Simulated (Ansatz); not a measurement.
BN under changes of volume

One of the cells (5.969 Å³/atom); the others are scaled copies at fixed shape and fractional positions:

```
CELL_PARAMETERS angstrom
2.55394 0.00000 0.00000
-1.27697 2.21178 0.00000
0.00000 0.00000 4.22685
ATOMIC_POSITIONS crystal
N 0.33333 0.66667 0.12528
N 0.66667 0.33333 0.62528
B 0.33333 0.66667 0.49972
B 0.66667 0.33333 0.99972
```

Measurements of this composition are mostly on another form, of space group No. 194.

| Quantity | Value |
| --- | --- |
| Program | Ansatz 0.2.0 |
| Functional | r2SCAN |
| Potentials or basis | Ansatz PAW |
| Cutoff | 500 eV (not typed: the program's choice for these potentials) |
| k mesh | 12 × 12 × 6 |
| Occupations | fermi-dirac, width 0.05 eV |
| Spin | no spin polarisation |

| volume (Å³/atom) | energy over the lowest point (meV/atom) | pressure (GPa) | gap on the mesh (eV) | largest force (eV/Å) |
| --- | --- | --- | --- | --- |
| 5.611 | ? | ? | ? | ? |
| 5.730 | 5.48 | 11.7 | 5.70 | 0.008 |
| 5.850 | 0.00 | 3.1 | 5.73 | 0.009 |
| 5.969 | 0.65 | -4.7 | 5.76 | 0.025 |
| 6.088 | 6.89 | -11.9 | 5.78 | 0.039 |
| 6.208 | 18.21 | -18.4 | 5.80 | 0.053 |
| 6.327 | 34.15 | -24.3 | 5.82 | 0.067 |

Task: What does the run at 5.611 Å³/atom give?

Result: Energy over the lowest point 17.71 meV/atom; pressure 21.2 GPa; gap on the mesh 5.67 eV; largest force 0.025 eV/Å.

Worked out: A Birch-Murnaghan fit of order 3 (a polynomial in V^(-2/3)) to the other rows has its minimum at 5.90 Å³/atom with B0 = V·E''(V) = 390 GPa and B' = 3.5 at fixed shape and positions, which overstates the stiffness. It gives 17.59 meV/atom at 5.611 Å³/atom, against the run's 17.71, and -dE/dV = 21.1 GPa, against 21.2. A straight line through the other rows of the gap, of slope 1.2 eV per unit of ln V, extrapolates to 5.68 eV, against the run's 5.67.

Energies are extrapolated to zero smearing.

Caveats: the PAW data sets come from PBE, with cores solved anew for the run's functional, which leaves a small shift of forces and pressure.

A mesh can miss the band edges.
